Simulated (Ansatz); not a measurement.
Stiffness of BaF$_{2}$ from strained cells

```yaml
crystal:
  lattice:
    - [0.00000, 3.10005, 3.10005]
    - [3.10005, 0.00000, 3.10005]
    - [3.10005, 3.10005, 0.00000]
  atoms:
    - { symbol: Ba, position: [0.00000, 0.00000, 0.00000] }
    - { symbol: F, position: [0.25000, 0.25000, 0.25000] }
    - { symbol: F, position: [0.75000, 0.75000, 0.75000] }
```

Atoms are numbered in the order listed.

The geometry is COD entry 9009004, unchecked; take it as a test cell.

Spin–orbit coupling is left out, though it moves levels of the heavy atoms by tenths of an eV or more.

Theory: Ansatz 0.2.0, DFT, LDA, all-electron LAPW, scalar-relativistic.

Settings: a Γ-centred 8×8×8 k mesh, Fermi–Dirac smearing of 0.01 eV, basis error target 1 meV/atom, no spin polarisation.

The unstrained cell is at -4.56 GPa. Large strains and very small stresses are left out. Each strain is applied once, with fractional coordinates held (clamped ions), and σ below is the change of stress, positive in tension. One finite strain gives stress–strain coefficients at this pressure with an error of the order of the strain times third-order constants, a few per cent for each per cent of strain.

Task: Estimate the stiffness probed by this change, and the stress that it gives: equal xy, yz and zx engineering shear strains of -1 %.

Result: σxy = -0.30 GPa and γxy = 2εxy = -0.0100, so C44 (clamped ions) = σxy/γxy = 30 GPa.

Task: Estimate the stiffness probed by this change, and the stress that it gives: equal xy, yz and zx engineering shear strains of +1 %.

Result: σxy = 0.28 GPa and γxy = 2εxy = 0.0100, so C44 (clamped ions) = σxy/γxy = 28 GPa.

Task: The two estimates of C44 (clamped ions) differ. Why, and which value is best?

Result: Finite strains add third-order terms, which change sign with the strain; interpolating the two linearly to zero strain gives 29 GPa, the better value.
